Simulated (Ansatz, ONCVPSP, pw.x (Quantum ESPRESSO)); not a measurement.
Tc: does the ONCV potential hold in the solid?

* Element: Tc
* Generator: ONCVPSP 4.0.1.1 (patched build)
* Type: optimised norm-conserving Vanderbilt (ONCV)
* Functional: PBE
* Relativity: scalar-relativistic
* Frozen core: [Ar] 3d10
* Valence charge: 15
* Reference configuration: 4s2 4p6 4d5 5s1.5 (charge +0.5)
* Partial waves: 4s+5s: rc 1.45 bohr, ncon 4, nbas 7, qcut 9.3 1/bohr, 2 projectors; 4p: rc 1.75 bohr, ncon 5, nbas 9, qcut 7.6 1/bohr, 1 projector; 4d: rc 1.70 bohr, ncon 4, nbas 9, qcut 8.6 1/bohr, 2 projectors, debl 2.6 Ha
* Local potential: polynomial inside 1.30 bohr (lpopt 5, dvloc0 3 Ha)
* Core correction: none

Atomic tests: cutoffs needed: 29 Ha and 34 Ha (the cutoffs (Ha) at which the residual kinetic energy of the hardest occupied pseudo-wave falls to 1 and 0.1 mHa per electron); ghost test: no bound ghost flagged; GHOST(+) flagged for s at 439.0 eV; largest excitation error: +6.5 meV (all-electron minus pseudo) for 4s2 4p6 4d4 5s2 5p1, out of 4 test configurations.

Crystal test: diamond Tc in pw.x 7.5, no spin, 8³ k-points, Fermi–Dirac smearing 0.01 Ry, cutoffs 80/320 Ry. The reference is all-electron LAPW (Ansatz 0.2.0) with the same functional, mesh and smearing; V0 and B0 come from Birch–Murnaghan fits to the pressures at five volumes. Errors are pseudo minus all-electron; Δ is the rms difference of the E(V) curves that follow from these fits, minima aligned, over ±6 % about the mean V0. Mesh and smearing are coarse, so the numbers serve the comparison and aren't converged zero-temperature values; the lattice is a test structure that the element need not adopt.

All-electron: a0 = 5.541 Å (V0 = 21.27 Å³/atom), B0 = 149.7 GPa.

**Question.** How far does the potential miss the all-electron equation of state?

**Answer.** mean pressure error (GPa): +0.46; a0 (Å): 5.547; a0 error (%): +0.10; B0 error (%): +0.1; Δ (meV/atom): 2.1.

| V (Å³/atom) | P all-electron (GPa) | P pseudo (GPa) |
| --- | --- | --- |
| 20.207 | 8.57 | 9.14 |
| 20.739 | 3.99 | 4.50 |
| 21.271 | -0.01 | 0.44 |
| 21.803 | -3.52 | -3.12 |
| 22.335 | -6.58 | -6.22 |

**Question.** At the middle volume, how do free energy and pressure move when the wave cutoff is lowered (ecutrho kept at four times it)?

**Answer.**

```json
{"cutoff (Ry)": "36", "shift of F (meV/atom)": "+3425.8", "shift of P (GPa)": "-90.36"}
{"cutoff (Ry)": "48", "shift of F (meV/atom)": "+483.2", "shift of P (GPa)": "-20.77"}
{"cutoff (Ry)": "64", "shift of F (meV/atom)": "+18.3", "shift of P (GPa)": "-1.31"}
```

Input at the middle volume:

```
&control
  calculation='scf', prefix='x', pseudo_dir='./', outdir='./tmp', tstress=.true., disk_io='none'
/
&system
  ibrav=0, nat=2, ntyp=1, ecutwfc=80, ecutrho=320, nbnd=24,
  occupations='smearing', smearing='fd', degauss=0.01
/
&electrons
  conv_thr=1e-09, mixing_beta=0.4, electron_maxstep=70
/
ATOMIC_SPECIES
Tc 1.0 Tc.UPF
CELL_PARAMETERS angstrom
  0.00000000 2.77074124 2.77074124
  2.77074124 0.00000000 2.77074124
  2.77074124 2.77074124 0.00000000
ATOMIC_POSITIONS crystal
Tc 0.0000 0.0000 0.0000
Tc 0.2500 0.2500 0.2500
K_POINTS automatic
8 8 8 0 0 0
```

```bash
pw.x < Tc.scf.in > Tc.scf.out
```

Lines of the output:

```
Message from routine setup:
     using ibrav=0 with symmetry is DISCOURAGED, use correct ibrav instead
     lattice parameter (alat)  =       7.4047  a.u.
     unit-cell volume          =     287.0876 (a.u.)^3
     number of electrons       =        30.00
     number of Kohn-Sham states=           24
     kinetic-energy cutoff     =      80.0000  Ry
     charge density cutoff     =     320.0000  Ry
     scf convergence threshold =      1.0E-09
     Exchange-correlation= PBE
     number of k points=    29  Fermi-Dirac smearing, width (Ry)=  0.0100
     iteration #  1     ecut=    80.00 Ry     beta= 0.40
     total energy              =    -323.72192628 Ry
     estimated scf accuracy    <       0.51308136 Ry
     iteration #  2     ecut=    80.00 Ry     beta= 0.40
     total energy              =    -323.80561999 Ry
     estimated scf accuracy    <       0.02069305 Ry
     iteration #  3     ecut=    80.00 Ry     beta= 0.40
     total energy              =    -323.80583240 Ry
     estimated scf accuracy    <       0.00501729 Ry
     iteration #  4     ecut=    80.00 Ry     beta= 0.40
     total energy              =    -323.80621227 Ry
     estimated scf accuracy    <       0.00018727 Ry
     iteration #  5     ecut=    80.00 Ry     beta= 0.40
     total energy              =    -323.80624401 Ry
     estimated scf accuracy    <       0.00007094 Ry
     iteration #  6     ecut=    80.00 Ry     beta= 0.40
     total energy              =    -323.80626112 Ry
     estimated scf accuracy    <       0.00000233 Ry
     iteration #  7     ecut=    80.00 Ry     beta= 0.40
     total energy              =    -323.80626162 Ry
     estimated scf accuracy    <       0.00000003 Ry
     iteration #  8     ecut=    80.00 Ry     beta= 0.40
     total energy              =    -323.80626162 Ry
     estimated scf accuracy    <          2.8E-09 Ry
     iteration #  9     ecut=    80.00 Ry     beta= 0.40
     total energy              =    -323.80626162 Ry
     estimated scf accuracy    <          2.2E-09 Ry
     iteration # 10     ecut=    80.00 Ry     beta= 0.40
     the Fermi energy is    13.7131 ev
!    total energy              =    -323.80626162 Ry
     estimated scf accuracy    <          4.3E-12 Ry
     smearing contrib. (-TS)   =      -0.00939003 Ry
     The total energy is F=E-TS. E is the sum of the following terms:
     one-electron contribution =    -134.26232888 Ry
     hartree contribution      =      77.68082894 Ry
     xc contribution           =     -35.73275870 Ry
     ewald contribution        =    -231.48261295 Ry
     convergence has been achieved in  10 iterations
          total   stress  (Ry/bohr**3)                   (kbar)     P=        4.37
     Message from routine punch:
     Nothing written, as per user request (disk_io='none')
```

The run at the middle volume (29 k-points, 10 iterations) took about 81 s on one core of a shared host (Neoverse-N1, 64 threads, 124 GiB, load 61).
